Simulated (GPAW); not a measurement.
# ZnS (F-43m) in GPAW: settings compared

The runs below take ZnS through single point, with PBE, RPBE, PBEsol.

All numbers are computed with GPAW 26.7.0; they aren't measurements. Logs are shortened: lines on timing, memory, paths and dates and some standing lists are left out, and cuts for length are marked. The log counts tension as positive stress, the text compression.

**Experimental background.**

From “Electronic, vibrational, and thermodynamic properties of ZnS (zincblende and rocksalt structure)”, 2009, arxiv:0911.5022, for a bulk crystal of ZnS at 19 K: band gap 3.85 eV (direct).

The runs below are set against these values where they give the same quantity.

**1. The structure**

It takes space group F-43m (No. 216, cubic). Conventional cell: a = 5.404 Å, b = 5.404 Å, c = 5.404 Å, α = 90.00°, β = 90.00°, γ = 90.00°. Around Zn (site symmetry -43m) lie 4 S at 2.34 Å. S (site symmetry -43m) has 4 Zn at 2.34 Å as nearest neighbours.

**2. Single point, PBE**

File run.py:

```python
from ase import Atoms
from ase.dft.bandgap import bandgap
from ase.io import write
from ase.units import GPa
from gpaw import GPAW, PW

atoms = Atoms(['Zn', 'S'],
              cell=[[0.0, 2.702, 2.702],
                    [2.702, 0.0, 2.702],
                    [2.702, 2.702, 0.0]],
              scaled_positions=[[0.75, 0.75, 0.75],
                                [0.0, 0.0, 0.0]],
              pbc=True)

calc = GPAW(mode=PW(600),
            xc='PBE',
            kpts={'size': (9, 9, 9), 'gamma': True},
            occupations={'name': 'methfessel-paxton', 'order': 0, 'width': 0.028999999999999998},
            nbands=18,
            convergence={'density': 1e-05, 'energy': 1e-05},
            maxiter=150,
            txt='gpaw.txt')
atoms.calc = calc
energy = atoms.get_potential_energy()
forces = atoms.get_forces()
stress = atoms.get_stress()
calc.write('gs.gpw')
write('result.traj', atoms)
print(f'Energy: {energy:.6f} eV')
print('Forces (eV/A):')
print(forces.round(4))
print('Stress (GPa):', (stress / GPa).round(3))
print('Fermi level:', round(calc.get_fermi_level(), 4), 'eV')
print(f'Gap: {bandgap(calc)[0]:.4f} eV, direct: {bandgap(calc, direct=True)[0]:.4f} eV')
```

Potentials or basis: GPAW PAW data sets (gpaw-data 1.2.1), pw.

On the command line:

```bash
OMP_NUM_THREADS=1 python run.py
```

gpaw.txt:

```text
__  _  _
 | _ |_)|_||  |
 |__||  | ||/\| - 26.7.0

Input parameters:
  mode=PW(ecut=600.0),
  convergence={'density': 1e-05, 'energy': 1e-05},
  kpts=MonkhorstPack(size=(9, 9, 9), gamma=True),
  maxiter=150,
  nbands=18,
  occupations=Occupations(name='methfessel-paxton', order=0, width=0.028999999999999998),
  xc=XC(name='PBE')

Diagonalizing LCAO Hamiltonian
Converting LCAO to pw mode

                    Zn

       S

Atoms  # Å, Bohr magnetons
|   | symbol |        x |        y |        z |    initial magnetic moments |
|---|--------|----------|----------|----------|-----------------------------|
| 0 |     Zn | 4.053000 | 4.053000 | 4.053000 | ( 0.0000,  0.0000,  0.0000) |
| 1 |      S | 0.000000 | 0.000000 | 0.000000 | ( 0.0000,  0.0000,  0.0000) |

Unit cell  # Å
| periodic |        x |        y |        z |  lengths |    angles |
|----------|----------|----------|----------|----------|-----------|
|      yes | 0.000000 | 2.702000 | 2.702000 | 3.821205 | 60.000000 |
|      yes | 2.702000 | 0.000000 | 2.702000 | 3.821205 | 60.000000 |
|      yes | 2.702000 | 2.702000 | 0.000000 | 3.821205 | 60.000000 |

Number of symmetries: 24
Symmetry operations  # r_c * U_cc + t_c -> r_c
|    | kind |            matrix            |
|----|------|------------------------------|
|  0 |  E   |  1, 0, 0,  0, 1, 0,  0, 0, 1 |
|  1 |  σ   |  1, 0, 0,  0, 0, 1,  0, 1, 0 |
|  2 |  σ   |  1, 0,-1,  0, 1,-1,  0, 0,-1 |
|  3 |  C3  |  1, 0,-1,  0, 0,-1,  0, 1,-1 |
|  4 |  C3  |  1,-1, 0,  0,-1, 1,  0,-1, 0 |
|  5 |  σ   |  1,-1, 0,  0,-1, 0,  0,-1, 1 |
|  6 |  σ   |  0, 1, 0,  1, 0, 0,  0, 0, 1 |
|  7 |  C3  |  0, 1, 0,  0, 0, 1,  1, 0, 0 |
|  8 |  C2  |  0, 1,-1,  1, 0,-1,  0, 0,-1 |
|  9 |  S4  |  0, 1,-1,  0, 0,-1,  1, 0,-1 |
| 10 |  C3  |  0, 0, 1,  1, 0, 0,  0, 1, 0 |
| 11 |  σ   |  0, 0, 1,  0, 1, 0,  1, 0, 0 |
| 12 |  S4  |  0, 0,-1,  1, 0,-1,  0, 1,-1 |
| 13 |  C3  |  0, 0,-1,  0, 1,-1,  1, 0,-1 |
| 14 |  S4  |  0,-1, 1,  1,-1, 0,  0,-1, 0 |
| 15 |  C2  |  0,-1, 1,  0,-1, 0,  1,-1, 0 |
| 16 |  C3  |  0,-1, 0,  1,-1, 0,  0,-1, 1 |
| 17 |  S4  |  0,-1, 0,  0,-1, 1,  1,-1, 0 |
| 18 |  S4  | -1, 1, 0, -1, 0, 1, -1, 0, 0 |
| 19 |  C3  | -1, 1, 0, -1, 0, 0, -1, 0, 1 |
| 20 |  C3  | -1, 0, 1, -1, 1, 0, -1, 0, 0 |
| 21 |  S4  | -1, 0, 1, -1, 0, 0, -1, 1, 0 |
| 22 |  σ   | -1, 0, 0, -1, 1, 0, -1, 0, 1 |
| 23 |  C2  | -1, 0, 0, -1, 0, 1, -1, 1, 0 |

BZ-sampling:
  Number of BZ points: 729
  Number of IBZ points: 35

  Monkhorst-Pack size: [9, 9, 9]
  Monkhorst-Pack shift: [0, 0, 0]

K-points  # in reciprocal-cell coordinates
|     |                                coordinates |     weight |
|-----|--------------------------------------------|------------|
|   0 | (  0.00000000,   0.00000000,   0.00000000) | 0.00137174 |
|   1 | (  0.11111111,   0.11111111,   0.00000000) | 0.00823045 |
|   2 | (  0.11111111,   0.11111111,   0.11111111) | 0.01097394 |
|   3 | (  0.22222222,   0.11111111,   0.11111111) | 0.01646091 |
|   4 | (  0.22222222,   0.22222222,   0.00000000) | 0.00823045 |
|   5 | (  0.22222222,   0.22222222,   0.11111111) | 0.03292181 |
|   6 | (  0.22222222,   0.22222222,   0.22222222) | 0.01097394 |
|   7 | (  0.33333333,   0.22222222,   0.11111111) | 0.03292181 |
|   8 | (  0.33333333,   0.22222222,   0.22222222) | 0.03292181 |
|   9 | (  0.33333333,   0.33333333,  -0.33333333) | 0.01646091 |
| ... |                                            |            |
|  34 | (  0.44444444,   0.44444444,   0.44444444) | 0.01097394 |

Plane wave coefficients: 1363
Cutoff: 600.0 eV

Spin-components: 1 (collinear spins)
Bands:           18
Projectors:      11
Spin-degeneracy: 2
Datatype:        complex128

Parallelization:
  kpt:    1
  domain: 1
  band:   1

Density:
  Valence electrons: 18.0
  Components: 1
  Grid points: [24 24 24]
  Charge: 0.0  # |e|

Potential:
  Grid points: [24 24 24]

species:
  Zn:
    name:    Zinc
    Z:       30.0
    valence: 12
    core:    18
    charge:  0.0  # [|e|]
    compensation charges:
      type: gauss
      rc: 0.37  # [Å]
      lmax: 2
    cutoffs:
      filter: 2.14  # [Å]
      core: 2.28  # [Å]
    projectors
    | kind |    occ | energy [eV] | rcut [Å] |
    |------|--------|-------------|----------|
    |   4s |  2.000 |      -5.977 |    1.286 |
    |   4p |  0.000 |      -1.117 |    1.270 |
    |   3d | 10.000 |     -10.142 |    1.180 |
    |    s |        |      21.234 |    1.286 |
    |    p |        |      26.095 |    1.270 |
    |    d |        |      17.070 |    1.180 |

    Using partial waves for Zn as LCAO basis

  S:
    name:    Sulfur
    Z:       16.0
    valence: 6
    core:    10
    charge:  0.0  # [|e|]
    compensation charges:
      type: gauss
      rc: 0.24  # [Å]
      lmax: 2
    cutoffs:
      filter: 1.77  # [Å]
      core: 1.66  # [Å]
    projectors
    | kind |    occ | energy [eV] | rcut [Å] |
    |------|--------|-------------|----------|
    |   3s |  2.000 |     -17.254 |    0.974 |
    |   3p |  4.000 |      -7.008 |    0.979 |
    |    s |        |       9.957 |    0.974 |
    |    p |        |      20.203 |    0.979 |
    |    d |        |       0.000 |    0.900 |

    Using partial waves for S as LCAO basis

Reference energy: -59718.946550  # eV

eigensolver:
  PPCG
  Converge bands: occupied
  niter=2

density mixing:
  MSR1-Mixer
  Pratt-step length: 0.05
  Maximum mixing coefficient: 0.75
  Old densities: 10
  SVD Regularization: 0.005
  Good broyden scale: 1.0
  Trust region scale: 1.0
  Backstep threshold: 4.0
  History deletion threshold: 6.0
  Fourier metric: weight=20.0, sigma=0.015

occupation numbers:
  Methfessel-Paxton:
    width: 0.0290  # eV
    order: 0

poisson solver:
  ecut: 4800.0  # eV

xc functional:
  name: PBE with 2 nearest neighbor stencil

convergence criteria:
- Maximum integral of absolute [dens]ity change: 1e-05 electrons / valence electron
- Maximum [total energy] change in last 3 cyles: 1e-05 eV / valence electron
- Maximum integral of absolute [eigenst]ate change: 4e-08 eV^2 / valence electron
maximum number of iterations: 150

SCF iterations
|iter     | |      energy | eigst |  dens |
|---------|-|-------------|-------|-------|
|iter:   1| |   -7.291913 | -0.09 |       |
|iter:   2| |   -7.205643 | -1.80 | -1.18 |
|iter:   3| |   -6.921237 | -1.50 | -1.23 |
|iter:   4| |   -6.921903 | -2.66 | -1.79 |
|iter:   5| |   -6.923390 | -3.64 | -2.23 |
|iter:   6| |   -6.923337 | -4.30 | -3.00 |
|iter:   7| |   -6.923362c| -5.20 | -3.52 |
|iter:   8| |   -6.923369c| -5.86 | -3.87 |
|iter:   9| |   -6.923369c| -8.04c| -4.90 |
|iter:  10| |   -6.923369c| -7.59c| -5.36c|

Converged in 10 steps
Energy contributions relative to reference atoms: (reference = -59718.946550)

Energy contributions:
  Kinetic:          10.974489
  Coulomb:          -9.307937
  Zero:              0.056342
  External:          0.000000
  Xc:               -8.646264
  Entropy:          -0.000000
  Spinorbit:         0.000000
  ----------------------------
  Free energy:      -6.923369
  Extrapolated:     -6.923369

dipole moment: (-14.590608, -14.590608, -14.590608)  # |e|*Ang

Fermi level: 4.497
Eigenvalues  # (at kpt = [0.000, 0.000, 0.000])
| band index |      eig [eV] | occ [0-2] |
|------------|---------------|-----------|
|          0 |        -9.388 |     2.000 |
|          1 |        -2.563 |     2.000 |
|          2 |        -2.563 |     2.000 |
|          3 |        -2.563 |     2.000 |
|          4 |        -2.069 |     2.000 |
|          5 |        -2.069 |     2.000 |
[... 10 lines left out ...]
|         16 |        18.294 |     0.000 |
|         17 |        18.294 |     0.000 |

Gap: 2.104 eV
Transition (v -> c):
  (s=0, k=0, n=8, [0.00, 0.00, 0.00]) -> (s=0, k=0, n=9, [0.00, 0.00, 0.00])
No difference between direct/indirect transitions

Forces  # eV/Ang
|       x |        y |       z |
|---------|----------|---------|
| 0.00000 |  0.00000 | 0.00000 |  # Zn   0
| 0.00000 | -0.00000 | 0.00000 |  # S    1

Stress tensor  # eV/Ang^3
|         x |         y |         z |
|-----------|-----------|-----------|
| -0.010136 |  0.000000 |  0.000000 |
|  0.000000 | -0.010136 |  0.000000 |
|  0.000000 |  0.000000 | -0.010136 |

# Writing to gs.gpw (mode='')
```

It took 16 s on 1 thread of Arm Neoverse V2, shared host; peak memory 0.16 GiB.

Results:

- Free energy: -6.9234 eV
- Pressure: 1.6 GPa
- Band gap on the k mesh: 2.10 eV, direct

Levels at points of the mesh, in eV from the valence-band top:
```tsv
k point	band 6	band 7	band 8	band 9	band 10	band 11	band 12	band 13
(0.00, 0.00, 0.00)	-5.82	0.00	0.00	0.00	2.10	6.37	6.37	6.37
```

(Continued in part 2 of 2.)
